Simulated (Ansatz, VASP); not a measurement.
**AlN in VASP and in Ansatz**

```
CELL_PARAMETERS angstrom
-0.15603 1.90426 1.90426
1.90426 -0.15603 1.90426
1.90426 1.90426 -0.15603
ATOMIC_POSITIONS crystal
Al 0.50000 0.50000 0.50000
N 0.00000 0.00000 0.00000
```

Alike in both runs: task single point; functional PBE; k mesh 10 × 10 × 10; occupations gaussian, width 0.05 eV; no spin polarisation.

```csv
,VASP,Ansatz
version,VASP 6.6.1,Ansatz 0.2.0
potentials or method,"VASP PAW PBE potentials, release 64 (Al, N)","scalar-relativistic, plane waves, PAW"
plane-wave cutoff (eV),520,520
valence electrons in the cell,8,8
```

Ansatz gave:

```
gap on the k mesh at the Fermi level (eV)       : 2.90
least direct gap on the mesh (eV)               : 5.09
pressure (GPa)                                  : 25.7
largest component of the traceless stress (GPa) : 23.48
```

Problem. Estimate VASP's values.

Solution. gap on the k mesh at the Fermi level (eV): 2.89; least direct gap on the mesh (eV): 5.10; pressure (GPa): 25.6; largest component of the traceless stress (GPa): 23.50.

Caveats: so large a pressure means that the cell lies far from this level's equilibrium, or that cutoff or potentials fall short (VASP). A k mesh can miss the band edges.
